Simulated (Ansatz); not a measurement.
The system is Fe.

```
Fe
1.0
     2.43416    0.00000    0.00000
    -1.21708    2.10804    0.00000
     0.00000    0.00000    3.84193
Fe
2
Cartesian
  1.2171 0.7027 2.8815
  0.0000 1.4054 0.9605
```

This isn't the form of Fe at room conditions, which is bcc.

Base run:

- Program: Ansatz 0.2.0
- Functional: PBE
- Potentials or basis: Ansatz PAW
- Cutoff: 420 eV (not typed: the program's choice for these potentials)
- k mesh: 10 × 10 × 6
- Occupations: fermi-dirac, width 0.05 eV
- Spin: collinear spin, ferromagnetic start
- Starting moments: [2.25, 2.25] μB
- Fixed moment: 4.5 μB

Its results: pressure 51.3 GPa; site moments Fe +2.23 μB.

Q: After a change of settings the same cell gave: pressure 16.3 GPa; site moments Fe +0.75 μB. Which change was it?
A. fixed moment from 4.5 μB to 12 μB; moments at the start from [2.25, 2.25] to [6.0, 6.0]
B. fixed moment from 4.5 μB to 3 μB; moments at the start from [2.25, 2.25] to [1.5, 1.5]
C. fixed moment from 4.5 μB to 1.5 μB; moments at the start from [2.25, 2.25] to [0.75, 0.75]
D. fixed moment from 4.5 μB to 7.5 μB; moments at the start from [2.25, 2.25] to [3.75, 3.75]

A: C.

Caveats: the total moment is fixed, so each spin has its own Fermi level; the thresholds are loose for stress; a pressure of tens of GPa on the cell as given is suspect, and the run, the potentials or the cell itself is likely at fault (some runs).
